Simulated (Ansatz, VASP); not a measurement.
One calculation of MgO, two programs

```xyz
2
Lattice="0.0000 2.1070 2.1070 2.1070 0.0000 2.1070 2.1070 2.1070 0.0000" Properties=species:S:1:pos:R:3 pbc="T T T"
Mg    0.0000    0.0000    0.0000
O     2.1070    2.1070    2.1070
```

Alike in both runs: task single point; functional PBEsol; k mesh 10 × 10 × 10; occupations gaussian, width 0.01 eV; no spin polarisation.

```csv
,VASP,Ansatz
version,VASP 6.6.1,Ansatz 0.2.0
potentials or method,"VASP PAW PBE potentials, release 64 (Mg, O)","scalar-relativistic, plane waves, PAW"
plane-wave cutoff (eV),520,420
valence electrons in the cell,8,16
```

```csv
,VASP,Ansatz,Ansatz less VASP
gap on the k mesh at the Fermi level (eV),4.62,4.62,0.000
least direct gap on the mesh (eV),4.62,4.62,0.000
pressure (GPa),-0.5,0.0,+0.51
```

The two sets of potentials don't hold the same shells in valence.

Caveats: the PAW data sets were made with another functional, which shifts forces and pressure a little (VASP). As with any semilocal functional, this PBEsol gap is likely too small.
